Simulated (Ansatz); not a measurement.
**SiNi: equation of state**

An exercise on one series of results from a longer session: the logs are not shown, and one member is left open.

Method: DFT PBE, scalar-relativistic, in Ansatz 0.2.0.

## The structure to begin with

It takes space group Pmmn (No. 59, orthorhombic). Conventional cell: a = 3.027 Å, b = 3.273 Å, c = 4.698 Å, α = 90.00°, β = 90.00°, γ = 90.00°. Si (site symmetry mm2) has 6 Ni at 2.34 to 2.40 Å and 4 Si at 2.68 Å as nearest neighbours. Ni (site symmetry mm2) is surrounded by 6 Si at 2.34 to 2.40 Å and 4 Ni at 2.67 Å.

Coordinates:

```
CELL_PARAMETERS angstrom
3.02662 0.00000 0.00000
0.00000 3.27350 0.00000
0.00000 0.00000 4.69776
ATOMIC_POSITIONS crystal
Si 0.50000 0.50000 0.84230
Si 0.00000 0.00000 0.15770
Ni 0.50000 0.50000 0.34422
Ni 0.00000 0.00000 0.65578
```

Atoms are numbered in the order of the input: Si1, Si2, Ni3, Ni4.

Set-up of the first run:

File input.yaml:

```yaml
crystal:
  lattice:
    - [2.9648349084, 0.0, 0.0]
    - [0.0, 3.2066751269, 0.0]
    - [0.0, 0.0, 4.6018604381]
  atoms:
    - { symbol: Si, position: [0.5, 0.5, 0.8423] }
    - { symbol: Si, position: [0.0, 0.0, 0.1577] }
    - { symbol: Ni, position: [0.5, 0.5, 0.34422], spin: 1.5 }
    - { symbol: Ni, position: [0.0, 0.0, 0.65578], spin: 1.5 }
magnetization:
  spin_polarized: true
kpoints:
  mp_grid: { grid: [11, 10, 7] }
  band_path:
    path:
      - [0.0, 0.0, 0.0]
      - [0.5, 0.0, 0.0]
      - [0.5, 0.5, 0.0]
      - [0.0, 0.5, 0.0]
      - [0.0, 0.0, 0.0]
      - [0.0, 0.0, 0.5]
      - [0.5, 0.0, 0.5]
      - [0.5, 0.5, 0.5]
      - [0.0, 0.5, 0.5]
    npoints: 5
scf:
  occupations: { method: fermi_dirac, width: 0.05 }
hamiltonian:
  xc: pbe
  pseudopotentials: { kind: all_electron, lapw: { basis_error: 0.001 } }
output:
  forces: true
  stress: true
  eigenvalues: true
```

Command:

```bash
$ ansatz run input.yaml --threads 1 --pin off --max-ram 6144MiB --backend cpu --events-out ev --progress --plain --runs-dir out
```

Steps of the session up to this table: Volume × 0.94, LAPW; Volume × 0.94, PAW; Volume × 0.94, crystal datasets; Volume × 0.98, LAPW; Volume × 0.98, PAW; Volume × 0.98, crystal datasets; Volume × 1.01, LAPW; Volume × 1.01, PAW; Volume × 1.01, crystal datasets; Volume × 1.04, LAPW; Volume × 1.04, PAW; Volume × 1.04, crystal datasets.

One table of the session follows, with a row left open; its other results are not shown here.

| method | volume (Å³/atom) | largest force (eV/Å) |
| --- | --- | --- |
| LAPW | 10.938 | 0.238 |
| LAPW | 11.403 | 0.134 |
| LAPW | 11.752 | 0.150 |
| LAPW | 12.101 | 0.210 |
| PAW | 10.938 | 0.240 |
| PAW | 11.403 | ? |
| PAW | 11.752 | 0.153 |
| PAW | 12.101 | 0.213 |
| crystal datasets | 10.938 | 0.239 |
| crystal datasets | 11.403 | 0.134 |
| crystal datasets | 11.752 | 0.150 |
| crystal datasets | 12.101 | 0.211 |

**Question.** Estimate the row for PAW, 11.403.

The run gave: largest force (eV/Å): 0.135. In the column «largest force (eV/Å)» it lies between crystal datasets, 11.403 (0.134) and LAPW, 11.752 (0.150).

To keep in mind: Shape and positions are held, so a fully relaxed modulus can be lower. Warnings in the runs' records: seeded moment not kept, crystal datasets made.
